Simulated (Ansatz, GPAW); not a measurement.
# BN in line between two Al chains: relaxation, then transmission at several levels, part 4 of 4

How well does BN in line between two Al chains conduct once its atoms have relaxed, and how much do cheaper levels lose?

GPAW 26.7.0 and Ansatz 0.2.0; Ansatz plane waves; relaxation of the junction with the lead ends held; PAW set soft_1 (the session's first sound run).

So far, transmission at the Fermi level (one spin): step 3 (plane-wave reference (PBE)) 0.132; step 5 (single-zeta polarised basis, PBE, GPAW) 0.133; step 6 (GPAW, sz: basis = "sz(dzp)", PBE, GPAW) 0.158; step 7 (revPBE in the dzp basis: xc = "revPBE") 0.140; step 8 (without the relaxation: geometry = "as built", PBE, GPAW) 1.35.

### 10. The levels side by side (continued)

Table of transmission, zone mean, sum over the listed spins by energy, zero at the Fermi level:

| energy (eV) | pw-pbe | dzp | szp | sz | dzp-revPBE | asbuilt |
| --- | --- | --- | --- | --- | --- | --- |
| -2.000 | 0.224 | 0.230 | 0.222 | 0.298 | 0.230 | 0.0220 |
| -1.800 | 0.240 | 0.243 | 0.199 | 0.201 | 0.242 | 0.0165 |
| -1.600 | 0.174 | 0.173 | 0.102 | 3.7e-10 | 0.170 | 0.0105 |
| -1.400 | 0.0562 | 0.0488 | 0.00787 | 8.4e-12 | 0.0461 | 0.00371 |
| -1.200 | 0 | 3.2e-10 | 4.3e-11 | 1.6e-12 | 2.7e-10 | 2.4e-11 |
| -1.000 | 0 | 1.3e-11 | 6.0e-12 | 9.1e-13 | 1.2e-11 | 1.7e-12 |
| -0.800 | 0 | 7.6e-12 | 6.1e-12 | 2.2e-12 | 6.5e-12 | 9.6e-13 |
| -0.600 | 0 | 3.2e-10 | 1.3e-8 | 3.8e-10 | 2.4e-10 | 8.3e-13 |
| -0.400 | 0 | 6.5e-9 | 1.3e-10 | 2.1e-8 | 7.2e-9 | 0.0659 |
| -0.200 | 0.0470 | 0.0504 | 0.0394 | 0.0550 | 0.0491 | 1.10 |
| 0.000 | 0.132 | 0.148 | 0.133 | 0.158 | 0.140 | 1.35 |
| 0.200 | 0.265 | 0.297 | 0.274 | 0.307 | 0.287 | 1.23 |
| 0.400 | 0.398 | 0.441 | 0.415 | 0.471 | 0.434 | 1.09 |
| 0.600 | 0.563 | 0.615 | 0.609 | 0.715 | 0.603 | 1.06 |
| 0.800 | 0.807 | 0.864 | 0.964 | 1.06 | 0.834 | 1.08 |
| 1.000 | 1.00 | 1.09 | 1.06 | 1.17 | 1.10 | 1.26 |
| 1.200 | 1.07 | 1.15 | 1.15 | 1.26 | 1.14 | 1.28 |
| 1.400 | 1.20 | 1.26 | 1.28 | 1.36 | 1.24 | 1.31 |
| 1.575 | 1.26 | 1.35 | 1.38 | 1.44 | 1.33 | 1.33 |
| 1.600 | 1.26 | 1.36 | 1.39 | 1.45 | 1.34 | 1.33 |
| 1.725 | 1.18 | 1.38 | 1.43 | 1.50 | 1.36 | 1.35 |
| 1.800 | 1.11 | 1.37 | 1.44 | 1.52 | 1.35 | 1.36 |
| 2.000 | 0.974 | 1.31 | 1.42 | 1.52 | 1.27 | 1.38 |

### 11. Broadening 0.01

The broadening keeps the Green's functions finite; too large a value absorbs electrons where channels are open and leaks them where none are.

This step: GPAW LCAO, PAW setups; Landauer transmission from Green's functions with principal layers (ASE), zero bias (GPAW 26.7.0).

run.py

```python
import json
import numpy as np
from ase import Atoms
from ase.transport.calculators import TransportCalculator
from gpaw import GPAW, FermiDirac
from gpaw.lcao.tools import get_lcao_hamiltonian
from scipy.linalg import eigh

# The junction with lead layers at both ends, along the third cell vector
device = Atoms(
    ['Al', 'Al', 'Al', 'Al', 'Al', 'Al', 'Al', 'B', 'N', 'Al', 'Al', 'Al', 'Al', 'Al', 'Al', 'Al'],
    positions=[
        [4.50000, 4.50000, 1.20000],
        [4.50000, 4.50000, 3.60000],
        [4.50000, 4.50000, 6.00000],
        [4.50000, 4.50000, 8.40000],
        [4.50000, 4.50000, 10.80000],
        [3.93605, 3.73457, 13.19447],
        [4.71650, 4.65793, 15.46374],
        [4.51625, 4.35169, 17.59031],
        [4.53579, 4.31931, 18.87889],
        [4.40689, 4.50725, 20.65439],
        [5.25576, 3.46479, 23.03725],
        [4.50000, 4.50000, 25.34760],
        [4.50000, 4.50000, 27.74760],
        [4.50000, 4.50000, 30.14760],
        [4.50000, 4.50000, 32.54760],
        [4.50000, 4.50000, 34.94760]],
    cell=[[9.0, 0.0, 0.0], [0.0, 9.0, 0.0], [0.0, 0.0, 36.1476]],
    pbc=True)

# One principal layer of the lead: the first 4 atoms of the device
lead = Atoms(
    ['Al', 'Al', 'Al', 'Al'],
    positions=[
        [4.50000, 4.50000, 1.20000],
        [4.50000, 4.50000, 3.60000],
        [4.50000, 4.50000, 6.00000],
        [4.50000, 4.50000, 8.40000]],
    cell=[[9.0, 0.0, 0.0], [0.0, 9.0, 0.0], [0.0, 0.0, 9.6]],
    pbc=True)

settings = dict(mode='lcao', basis='dzp', xc='PBE', h=0.18,
                occupations=FermiDirac(0.1), maxiter=250,
                mixer=dict(beta=0.1, nmaxold=8, weight=100.0),
                convergence=dict(density=0.0001))
energies = np.arange(-2, 2 + 1e-9, 0.025)
eta = 0.01
n1, n2 = 1, 1
# k and -k transmit alike, so half of the mesh across the current serves
mesh = [(i, j) for i in range(n1) for j in range(n2) if (i, j) <= (-i % n1, -j % n2)]
weights = np.array([1 if (i, j) == (-i % n1, -j % n2) else 2 for i, j in mesh]) / (n1 * n2)

# [... helper functions left out ...]
fermi_lead = ground_state(lead, (1, 1, 12), 'lead.txt')
fermi_device = ground_state(device, (1, 1, 2), 'device.txt')
# [... loop over the mesh left out, but for ...]
        # Shift the lead onto the potential of the device's first layer
        shift = ((H[:, 0, 0] - H0[:, 0, 0]) / S0[0, 0]).real.mean()
# [...]
kT = 8.617333e-5 * 300
bias = [0.1, 0.2, 0.5, 1.0, 1.5, 2.0]
# [... integrals and printing left out ...]
```

On the command line:

```console
OMP_NUM_THREADS=1 OPENBLAS_NUM_THREADS=1 python run.py
```

Log:

```text
basis functions: device 208, principal layer 52
Fermi level: lead -3.1259 eV, device -3.0320 eV; lead shifted by 0.0120 eV
largest coupling past the next layer 1.20e-15 eV, largest misfit of the first layer 0.034 eV
  E-E_F (eV)   T (one spin)  channels
    -2.000    2.0059e-01    1.0000
    -1.975    2.0476e-01    1.0000
    -1.950    2.0820e-01    1.0000
    -1.925    2.1078e-01    1.0000
    -1.900    2.1244e-01    1.0000
    -1.875    2.1307e-01    1.0000
    -1.850    2.1263e-01    1.0000
    -1.825    2.1107e-01    1.0000
    -1.800    2.0835e-01    1.0000
    -1.775    2.0447e-01    1.0000
    -1.750    1.9941e-01    1.0000
    -1.725    1.9318e-01    1.0000
    -1.700    1.8580e-01    1.0000
    -1.675    1.7730e-01    1.0000
    -1.650    1.6771e-01    1.0000
    -1.625    1.5708e-01    1.0000
[...]
1.825    1.1898e+00    3.0000
     1.850    1.1851e+00    3.0000
     1.875    1.1794e+00    3.0000
     1.900    1.1728e+00    3.0000
     1.925    1.1656e+00    3.0000
     1.950    1.1578e+00    3.0000
     1.975    1.1497e+00    3.0000
     2.000    1.1414e+00    3.0000
conductance at 300 K: 0.11283 G0 a cell; thermopower -32.14 uV/K
current from the zero-bias T(E) at 0.1 V: 0.87805 uA
current from the zero-bias T(E) at 0.2 V: 1.7789 uA
current from the zero-bias T(E) at 0.5 V: 4.8113 uA
current from the zero-bias T(E) at 1.0 V: 11.602 uA
current from the zero-bias T(E) at 1.5 V: 21.987 uA
current from the zero-bias T(E) at 2.0 V: 37.593 uA
```

Wall time 2.9 min (1 thread of Intel Xeon Platinum 8488C (Sapphire Rapids), shared host); peak memory 1.7 GiB.

The run finished with changed settings (eta = 0.01); it serves as a test.

The two runs compared:

| quantity | this run | sound run | difference |
| --- | --- | --- | --- |
| conductance (G₀) | 0.11283 | 0.14908 | -0.0363 |
| thermopower (μV/K) | -32.139 | -30.302 | -1.84 |
| largest misfit of the first principal layer (eV) | 0.033957 | 0.033957 | 3.3e-12 |
| shift that aligns the lead (eV) | 0.011954 | 0.011954 | -1.7e-12 |
| transmission at the Fermi level (one spin) | 0.11156 | 0.14758 | -0.0360 |

The two runs differ clearly in the transmission at the Fermi level (one spin): 0.112 against 0.148.

### 12. Outcome

```json
{
 "conductance": "0.149 G₀",
 "transmission at the Fermi level, mean of the spins": "0.148",
 "thermopower": "-30.3 μV/K",
 "open channels of the lead there": "2"
}
```

In words: In the dzp basis the junction conducts 0.149 G₀ at 300 K, with T = 0.148 a spin at the Fermi level; the sz basis reaches that conductance within 10 %. Relaxation moved atoms by up to 1.3 Å and took the conductance from 1.34 to 0.149 G₀, as a ratio a larger change than the step from dzp to the minimal basis. Plane waves (PBE) give T = 0.132 there. The scatterer reflects about 93 % of the incoming channels at the Fermi level. At the Fermi level two eigenchannels carry the current (0.096 and 0.051). The negative thermopower says that the thermally weighted transmission is larger above the Fermi level, as for electron-like transport. Measured against the first run (pw-pbe), the nearest curve is that of dzp-revPBE (r.m.s. 0.080) and the farthest that of asbuilt (0.49). Over the compared runs wall time goes from 48 s (pw-pbe) to 213 s (dzp-revPBE), on a shared host; the plane-wave run used 4 threads and the orbital runs 1. The leads kept an estimated spacing and the cell its length, so the junction may be under some tension or compression. An evenly spaced straight chain is an idealisation: free chains tend to dimerise, zigzag or, where a band edge lies near the Fermi level, turn magnetic. The currents use the zero-bias T(E) throughout, which holds only while the bias is small against the distance to the nearest feature.

[Logs are printed without paths, hosts, clocks, repeated set-up lines and the standing remarks that a program may print on its own settings, such as how far it seeks lower states.]

[Hosts, paths, dates, database ids (printed as entryN), source tags and the programs' standing remarks are cut or masked in the printed files.]
